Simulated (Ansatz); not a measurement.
**Sb, one cell by several methods**

```xyz
1
Lattice="3.0986 0.0000 0.0000 0.0000 3.0986 0.0000 0.0000 0.0000 3.2864" Properties=species:S:1:pos:R:3 pbc="T T T"
Sb    0.0000    0.0000    0.0000
```

The cell is COD entry 9013008, as deposited and not checked against the literature; nothing was relaxed. The listed cell was then made from it by scaling, straining or moving an atom.

No spin–orbit coupling, which matters for the heavy atoms here.

Levels of theory: DFT, PBE, PAW with Ansatz's default frozen-core files, scalar-relativistic (Ansatz 0.2.0); DFT, PBE, all-electron PAW with datasets made for the crystal, scalar-relativistic (Ansatz 0.2.0); DFT, PBE, all-electron LAPW, scalar-relativistic (Ansatz 0.2.0).

For PAW: a Γ-centred 13×13×13 k mesh, Fermi–Dirac smearing of 0.05 eV, cutoff 420 eV, no spin polarisation. The crystal-made all-electron datasets (AE datasets) take a cutoff of 140 eV at this cell. LAPW targets a basis error of 1 meV/atom. The Ansatz runs share mesh, smearing and spin set-up. Plane-wave (PAW) pressures include the program's estimate of the Pulay term.

Stress and pressure are positive in compression.

The change that made this cell: z strained by +4 % at fixed volume.

```csv
quantity,PAW,AE datasets,LAPW
pressure (GPa),-2.19,-2.19,-2.18
stress xx (GPa),-0.21,-0.20,-0.20
stress zz (GPa),-6.16,-6.16,-6.15
```

PAW's pressure differs from the LAPW value by about 0.01 GPa or less. Datasets made for the crystal and LAPW share parts of one code, so their agreement isn't an independent check.
